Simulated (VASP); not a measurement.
All values below come from optB86b-vdW, VASP's PBE PAW potentials (set 64) (plane waves; VASP 6.6.1).

A VASP calculation is set up with these files.

### KPOINTS
```
Automatic
0
G
  5 5 5
0 0 0
```

**POSCAR**
```
CsI
1
    4.5700000000     0.0000000000     0.0000000000
    0.0000000000     4.5700000000     0.0000000000
    0.0000000000     0.0000000000     4.5700000000
Cs I
1 1
Direct
  0.0000000000   0.0000000000   0.0000000000
  0.5000000000   0.5000000000   0.5000000000
```

INCAR:
```
PARAM2=1.0
ISMEAR=0
ALGO=Normal   ! blocked Davidson
LCHARG=.FALSE.
LWAVE=.FALSE.
ENCUT=520
SIGMA=0.05   ! width (eV)
EDIFF=1E-6
LMAXMIX=4   ! l cut-off of mixed one-centre charges
AGGAC=0.0
GGA=MK
NSW=60   ! most ionic steps
PREC=Accurate
NELM=100   ! most electronic steps
IBRION=2   ! conjugate gradients
LUSE_VDW=.TRUE.
SYSTEM=CsI
EDIFFG=-0.01   ! ionic stop
ISIF=3   ! ions, shape and volume
LREAL=.FALSE.   ! projection in real space or not
PARAM1=0.1234
LASPH=.TRUE.
```

POTCAR, in this order: Cs_sv I (PBE.64 set). Program: vasp_std.

The resulting files:

**OUTCAR**
```
 ion  position               nearest neighbor table
   1  0.000  0.000  0.000-
   2  0.500  0.500  0.500-
  LATTYP: Found a simple cubic cell.
 ALAT       =     4.5700000000
 Subroutine PRICEL returns:
 Original cell was already a primitive cell.
 Subroutine GETGRP returns: Found 48 space group operations
The static configuration has the point symmetry O_h .
The dynamic configuration has the point symmetry O_h .
 Subroutine INISYM returns: Found 48 space group operations
 Subroutine IBZKPT returns following result:
 Found     10 irreducible k-points:

 Following reciprocal coordinates:
            Coordinates               Weight
  0.000000  0.000000  0.000000      1.000000
  0.200000  0.000000  0.000000      6.000000
  0.400000  0.000000  0.000000      6.000000
  0.200000  0.200000  0.000000     12.000000
  0.400000  0.200000  0.000000     24.000000
  0.400000  0.400000  0.000000     12.000000
  0.200000  0.200000  0.200000      8.000000
  0.400000  0.200000  0.200000     24.000000
  0.400000  0.400000  0.200000     24.000000
  0.400000  0.400000  0.400000      8.000000
   k-points           NKPTS =     10   k-points in BZ     NKDIM =     10   number of bands    NBANDS=     12
   number of dos      NEDOS =    301   number of ions     NIONS =      2
   total plane-waves  NPLWV =  46656
   dimension x,y,z NGX =    36 NGY =   36 NGZ =   36
   dimension x,y,z NGXF=    72 NGYF=   72 NGZF=   72
   ions per type =               1   1
   PREC   = accura    normal or accurate (medium, high low for compatibility)
   ISTART =      0    job   : 0-new  1-cont  2-samecut
   ICHARG =      2    charge: 1-file 2-atom 10-const
   ISPIN  =      1    spin polarized calculation?
   LNONCOLLINEAR =      F non collinear calculations
   LSORBIT =      F    spin-orbit coupling
   INIWAV =      1    electr: 0-lowe 1-rand  2-diag
   ENCUT  =  520.0 eV  38.22 Ry    6.18 a.u.   8.50  8.50  8.50*2*pi/ulx,y,z
   NELM   =    100;   NELMIN=  2; NELMDL= -5     # of ELM steps
   EDIFF  = 0.1E-05   stopping-criterion for ELM
   LREAL  =      F    real-space projection
   NLSPLINE    = F    spline interpolate recip. space projectors
   LMAXMIX     =    4 max onsite mixed and CHGCAR
   VOSKOWN=      0    Vosko Wilk Nusair interpolation
   EDIFFG = -.1E-01   stopping-criterion for IOM
   NSW    =     60    number of steps for IOM
   NBLOCK =      1;   KBLOCK =     60    inner block; outer block
   IBRION =      2    ionic relax: 0-MD 1-quasi-New 2-CG
   NFREE  =      1    steps in history (QN), initial steepest desc. (CG)
   ISIF   =      3    stress and relaxation
   ISYM   =      2    0-nonsym 1-usesym 2-fastsym
   TEIN   =    0.0    initial temperature
   TEBEG  =    0.0;   TEEND  =   0.0 temperature during run
   SMASS  =  -3.00    Nose mass-parameter (am)
   PSTRESS=    0.0 pullay stress
   NELECT =      16.0000    total number of electrons
   EFERMI =   0.00;   METHOD = LEGACY
   ISMEAR =     0;   SIGMA  =   0.05  broadening in eV -4-tet -1-fermi 0-gaus
   IALGO  =     38    algorithm
   LDIAG  =      T    sub-space diagonalisation (order eigenvalues)
   IMIX   =      4    mixing-type and parameters
     AMIX     =   0.40;   BMIX     =  1.00
     AMIX_MAG =   1.60;   BMIX_MAG =  1.00
     AMIN     =   0.10
   GGA     = MK    functional components
   VOSKOWN =     0    Vosko Wilk Nusair interpolation
   LHFCALC =     F    Hartree Fock is set to
   LHFONE  =     F    Hartree Fock one center treatment
   AEXX    =    0.0000 exact exchange contribution
   LUSE_VDW   =     T    switch on vdW DFT
   IVDW    =     0    specifies the selected vdW correction
   LEPSILON=     F    determine dielectric tensor
   LRPA    =     F    only Hartree local field effects (RPA)
...
```

OSZICAR:
```
       N       E                     dE             d eps       ncg     rms          rms(c)
DAV:   1     0.965554300231E+02    0.96555E+02   -0.61830E+03   240   0.110E+03
DAV:   2     0.604306498232E+01   -0.90512E+02   -0.85527E+02   344   0.166E+02
DAV:   3    -0.934626510617E+00   -0.69777E+01   -0.69667E+01   316   0.534E+01
DAV:   4    -0.102404493326E+01   -0.89418E-01   -0.89406E-01   272   0.760E+00
DAV:   5    -0.102534188433E+01   -0.12970E-02   -0.12969E-02   316   0.951E-01    0.142E+00
DAV:   6    -0.904909710396E+00    0.12043E+00   -0.16710E-01   268   0.193E+00    0.103E+00
DAV:   7    -0.880529647522E+00    0.24380E-01   -0.13263E-01   272   0.179E+00    0.520E-01
DAV:   8    -0.883686597482E+00   -0.31569E-02   -0.96490E-03   268   0.679E-01    0.765E-02
DAV:   9    -0.884067131694E+00   -0.38053E-03   -0.90948E-04   268   0.206E-01    0.688E-02
DAV:  10    -0.884157349962E+00   -0.90218E-04   -0.11817E-04   276   0.829E-02    0.123E-02
DAV:  11    -0.884157357404E+00   -0.74411E-08   -0.27710E-05   284   0.291E-02    0.402E-03
DAV:  12    -0.884158205911E+00   -0.84851E-06   -0.32975E-06   268   0.137E-02
   1 F= -.88415821E+00 E0= -.88415821E+00  d E =-.884158E+00
       N       E                     dE             d eps       ncg     rms          rms(c)
DAV:   1    -0.903677028742E+00   -0.19520E-01   -0.32538E-01   240   0.331E+00    0.602E-01
DAV:   2    -0.890001160639E+00    0.13676E-01   -0.18774E-02   244   0.802E-01    0.252E-01
DAV:   3    -0.886213097512E+00    0.37881E-02   -0.12096E-02   240   0.605E-01    0.143E-01
DAV:   4    -0.886196430281E+00    0.16667E-04   -0.15053E-04   264   0.863E-02    0.109E-01
DAV:   5    -0.886178222058E+00    0.18208E-04   -0.90007E-05   276   0.577E-02    0.147E-02
DAV:   6    -0.886177656029E+00    0.56603E-06   -0.88509E-06   260   0.180E-02
   2 F= -.88617766E+00 E0= -.88617766E+00  d E =-.201945E-02
       N       E                     dE             d eps       ncg     rms          rms(c)
DAV:   1    -0.903814852133E+00   -0.17637E-01   -0.31918E-01   240   0.329E+00    0.597E-01
DAV:   2    -0.890421967143E+00    0.13393E-01   -0.18287E-02   244   0.795E-01    0.250E-01
DAV:   3    -0.886693309519E+00    0.37287E-02   -0.11884E-02   240   0.601E-01    0.142E-01
DAV:   4    -0.886677705923E+00    0.15604E-04   -0.14823E-04   256   0.857E-02    0.107E-01
DAV:   5    -0.886660626780E+00    0.17079E-04   -0.86742E-05   276   0.568E-02    0.145E-02
DAV:   6    -0.886660055715E+00    0.57107E-06   -0.83286E-06   256   0.176E-02
   3 F= -.88666006E+00 E0= -.88666006E+00  d E =-.250185E-02
```

### OUTCAR
```
------------------------ aborting loop because EDIFF is reached ----------------------------------------
  FORCE on cell =-STRESS in cart. coord.  units (eV):
  Direction    XX          YY          ZZ          XY          YZ          ZX
  --------------------------------------------------------------------------------------
  Total        0.0178082      0.0178082      0.0178082      0.0000000      0.0000000     -0.0000000
  in kB        0.3074538      0.3074538      0.3074538      0.0000000      0.0000000     -0.0000000
  external PRESSURE =       0.3074538 kB  Pullay stress =       0.0000000 kB
  volume of cell :       92.80
      direct lattice vectors                 reciprocal lattice vectors
     4.527416347  0.000000000  0.000000000     0.220876527  0.000000000 -0.000000000
    -0.000000000  4.527416347  0.000000000    -0.000000000  0.220876527  0.000000000
     0.000000000  0.000000000  4.527416347    -0.000000000 -0.000000000  0.220876527
 POSITION                                       TOTAL-FORCE (eV/Angst)
 -----------------------------------------------------------------------------------
      0.00000      0.00000      0.00000         0.000000      0.000000      0.000000
      2.26371      2.26371      2.26371        -0.000000      0.000000      0.000000
 -----------------------------------------------------------------------------------
    total drift:                               -0.000000      0.000000      0.000000
  FREE ENERGIE OF THE ION-ELECTRON SYSTEM (eV)
  ---------------------------------------------------
  free  energy   TOTEN  =        -0.8866600557 eV

  energy  without entropy=       -0.8866600557  energy(sigma->0) =       -0.88666006

 reached required accuracy - stopping structural energy minimisation
```
(Selected blocks of OUTCAR.)

CONTCAR:
```
CsI
   1.00000000000000
     4.5274163466558202    0.0000000000000000    0.0000000000000000
    -0.0000000000000000    4.5274163466558202    0.0000000000000000
     0.0000000000000000    0.0000000000000000    4.5274163466558193
  Cs              I
     1     1
Direct
     0.0000000000000000    0.0000000000000000    0.0000000000000000
     0.5000000000000000    0.5000000000000000    0.5000000000000000
```

OUTCAR:
```
 val. band max:        0.8445946002   @ k =   0.4000   0.4000   0.0000

 cond. band min:       4.8185880452   @ k =   0.0000   0.0000   0.0000


 Fermi energy:         1.0770819415

 k-point     1 :       0.0000    0.0000    0.0000
  band No.  band energies     occupation
      1     -19.4880      2.00000
      2      -9.8249      2.00000
      3      -6.1717      2.00000
      4      -6.1717      2.00000
      5      -6.1717      2.00000
      6       0.8102      2.00000
      7       0.8102      2.00000
      8       0.8102      2.00000
      9       4.8186      0.00000
     10       4.9980      0.00000
     11       4.9980      0.00000
     12       8.6805      0.00000

 k-point     2 :       0.2000    0.0000    0.0000
  band No.  band energies     occupation
      1     -19.4784      2.00000
      2      -9.8304      2.00000
      3      -6.2281      2.00000
      4      -6.1475      2.00000
      5      -6.1475      2.00000
      6       0.1510      2.00000
      7       0.7507      2.00000
      8       0.7507      2.00000
      9       5.2405      0.00000
     10       5.5882      0.00000
     11       5.9304      0.00000
     12       8.5915      0.00000

 k-point     3 :       0.4000    0.0000    0.0000
  band No.  band energies     occupation
      1     -19.4627      2.00000
      2      -9.8432      2.00000
      3      -6.2998      2.00000
      4      -6.1076      2.00000
      5      -6.1076      2.00000
      6      -0.6257      2.00000
      7       0.6507      2.00000
      8       0.6507      2.00000
      9       5.8548      0.00000
     10       7.0830      0.00000
     11       7.4643      0.00000
     12       7.9845      0.00000

 k-point     4 :       0.2000    0.2000    0.0000
  band No.  band energies     occupation
      1     -19.4691      2.00000
      2      -9.8119      2.00000
      3      -6.3144      2.00000
      4      -6.1675      2.00000
      5      -6.1265      2.00000
      6       0.0417      2.00000
...
```

Energy and stress use the plane-wave basis of the starting cell. Unless said otherwise, spin-orbit coupling is left out, though it shifts the bands of the heavy elements here.

The compound is CsI in the CsCl type structure. This run relaxes it. Symmetry was kept, so distortions that lower it aren't found.
